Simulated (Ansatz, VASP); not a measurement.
**Two plane-wave programs on FeSi**

```
Fe Si
1.0
     2.69091    0.00000    0.00000
     0.00000    2.69091    0.00000
     0.00000    0.00000    2.69091
Fe Si
1 1
Direct
  0.50000 0.50000 0.50000
  0.00000 0.00000 0.00000
```

Alike in both runs: task single point; functional LDA; k mesh 16 × 16 × 16; occupations gaussian, width 0.05 eV; no spin polarisation.

|  | VASP | Ansatz |
| --- | --- | --- |
| version | VASP 6.6.1 | Ansatz 0.2.0 |
| potentials or method | VASP PAW LDA potentials, release 64 (Fe, Si) | scalar-relativistic, plane waves, PAW |
| plane-wave cutoff (eV) | 520 | 420 |
| valence electrons in the cell | 12 | 20 |

Ansatz gave:

| Quantity | Value |
| --- | --- |
| gap on the k mesh at the Fermi level (eV) | none |
| pressure (GPa) | 5.8 |

Question: Which values does VASP return?

Answer: gap on the k mesh at the Fermi level (eV): none; pressure (GPa): 6.7.

A gap of «none» marks a metal or a gap that the smearing closes. The two sets of potentials don't hold the same shells in valence.

Spin polarisation is off, so any magnetic state and its effect on volume and gap are missing.
